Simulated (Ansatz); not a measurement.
# Ta: single point with Ansatz

System: Ta (fcc type), 1 atom in the cell.

Ansatz input (lattice in Å, positions in fractions of it; a bare `kind: paw` takes the build's default datasets)
```yaml
crystal:
  lattice:
    - [0, 2.1105, 2.1105]
    - [2.1105, 0, 2.1105]
    - [2.1105, 2.1105, 0]
  atoms:
    - { symbol: Ta, position: [0, 0, 0] }
kpoints:
  mp_grid: { grid: [4, 4, 4] }
hamiltonian:
  xc: pbe
  pseudopotentials:
    kind: paw
    azcp:
      Ta: "pseudopotentials/pbe/paw/ansatz_paw_generated_hard_1/Ta.paw.azcp"
scf:
  occupations: { method: fermi_dirac, width: 0.15 }
  convergence: { dr2_threshold: "1e-9 eV" }
  max_iter: 300
output:
  forces: true
  stress: true
  eigenvalues: true
```

Theory: Ansatz, PBE, plane waves, PAW datasets (generated hard set).

Output, in brief

```yaml
Plane-wave_cutoff_used: 700 eV
Pressure: 1.25 GPa
Smearing_term_TS: 87.1 meV/atom
Gap_on_the_mesh: none (metallic)
Valence_electrons: 27
Irreducible_k-points: 8
CPU_time: roughly 2 core-seconds on a shared host
```

Stress tensor in GPa, compression positive:
```
1.25 0.00 0.00
0.00 1.25 0.00
0.00 0.00 1.25
```

The stress includes the program's correction for the finite plane-wave basis.

The k-mesh is coarse, so these values belong to this mesh and can lie far from the converged ones. This cubic structure is a model: it isn't the usual form of the substance at ambient conditions, and such phases are metastable or hypothetical.
